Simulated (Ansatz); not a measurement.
# TaN: changes ranked by their effect on the pressure

```
CELL_PARAMETERS angstrom
2.93800 0.00000 0.00000
-1.46900 2.54438 0.00000
0.00000 0.00000 2.88300
ATOMIC_POSITIONS crystal
Ta 0.33333 0.66667 0.50000
N 0.00000 0.00000 0.00000
```

Atoms are numbered in the order listed.

The cell is COD entry 1538016, as deposited and not checked against the literature; nothing was relaxed.

Theory: DFT, PBE, all-electron LAPW, scalar-relativistic in Ansatz 0.2.0.

Sampling and basis: a Γ-centred 12×12×10 k mesh, Fermi–Dirac smearing of 0.02 eV, basis error target 0.5 meV/atom, no spin polarisation.

Spin–orbit coupling is off unless a change turns it on.

In this reference run the pressure is 4.8 GPa (positive in compression). Each change below is made alone, on the same k mesh, with fractional coordinates held unless an atom is moved; x, y and z are the Cartesian axes.

Task: One change shifts the pressure by +15.6 GPa. Which?
A. volume scaled by 1.03
B. equal xy, yz and zx engineering shear strains of +2 %
C. volume scaled by 1.01
D. atom 2 (N) moved by (0.1155, 0.1155, 0.1155) Å
E. no relativity
F. equal xy, yz and zx engineering shear strains of +3 %

Result: E. The others give: equal xy, yz and zx engineering shear strains of +2 %, +0.4 GPa; atom 2 (N) moved by (0.1155, 0.1155, 0.1155) Å, +6.1 GPa; volume scaled by 1.01, -3.5 GPa; equal xy, yz and zx engineering shear strains of +3 %, +0.9 GPa; volume scaled by 1.03, -9.9 GPa.
